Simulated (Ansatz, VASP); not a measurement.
**BN in VASP and in Ansatz**

```xyz
2
Lattice="2.5770 0.0000 0.0000 -1.2885 2.2317 0.0000 0.0000 0.0000 26.0000" Properties=species:S:1:pos:R:3 pbc="T T T"
B     0.0000    0.0000   13.5000
N     1.2885    0.7439   12.5000
```

Alike in both runs: task single point; functional PBE; dispersion D3(BJ); k mesh 12 × 12 × 1; occupations gaussian, width 0.02 eV; no spin polarisation.

|  | VASP | Ansatz |
| --- | --- | --- |
| version | VASP 6.6.1 | Ansatz 0.2.0 |
| potentials or method | VASP PAW PBE potentials, release 64 (B, N) | scalar-relativistic, plane waves, PAW |
| plane-wave cutoff (eV) | 520 | 420 |
| valence electrons in the cell | 8 | 8 |

```csv
,VASP,Ansatz,Ansatz less VASP
gap on the k mesh at the Fermi level (eV),none,none,-
rms of the force components (eV/Å),4.778,4.780,+0.0021
```

Atom by atom the forces differ by 0.002 eV/Å (rms over components). A gap of «none» marks a metal or a gap that the smearing closes.
